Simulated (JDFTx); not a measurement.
The system is MoS2, a slab with vacuum.

```
CELL_PARAMETERS angstrom
3.18454 0.00000 0.00000
-1.59227 2.75789 0.00000
0.00000 0.00000 21.67053
ATOMIC_POSITIONS crystal
Mo 0.33333 0.66667 0.85116
Mo 0.66667 0.33333 0.14884
S 0.66667 0.33333 0.77963
S 0.33333 0.66667 0.07725
S 0.66667 0.33333 0.92275
S 0.33333 0.66667 0.22037
```

| Quantity | Value |
| --- | --- |
| Program | JDFTx 1.7.0 (patched build) |
| Task | single point |
| Functional | PBEsol |
| Potentials or basis | PseudoDojo-SR-PBEsol-0.4.1-standard with smoothed tails |
| Cutoff | 1088 eV |
| Density cutoff | 8708 eV |
| k mesh | 10 × 10 × 2 |
| Occupations | fermi-dirac, width 0.05 eV |
| Spin | no spin polarisation |

On this cell: largest force 0.125 eV/Å; band gap on the k mesh 1.38 eV, indirect (least direct gap 1.89 eV).

The same run follows on a disturbed copy (atoms moved at random, drawn with an rms of 0.05 Å):

```xyz
6
Lattice="3.1845 0.0000 0.0000 -1.5923 2.7579 0.0000 0.0000 0.0000 21.6705" Properties=species:S:1:pos:R:3 pbc="T T T"
Mo    0.0310    1.8429   18.4396
Mo    1.6098    0.9509    3.2172
S     1.5822    0.9587   16.8691
S    -0.0051    1.8376    1.6756
S     1.5373    0.9285   20.0170
S     0.0080    1.8008    4.7328
```

Problem. What does the disturbed cell give?

Solution. The energy moves by +17.3 meV/atom; largest force 1.263 eV/Å; band gap on the k mesh 1.30 eV, indirect (least direct gap 1.76 eV).

Forces on the atoms (eV/Å):
```
Mo  -1.199  0.397  0.037
Mo  -0.340 -1.068 -0.438
S    0.418 -0.308  0.475
S    0.228  0.356 -0.149
S    0.782 -0.089 -0.495
S    0.111  0.711  0.563
```

Stress tensor (GPa, compression positive):
```
-1.79 -0.19  0.32
-0.19 -2.61  0.73
 0.32  0.73 -0.50
```

A k mesh can miss the band edges.
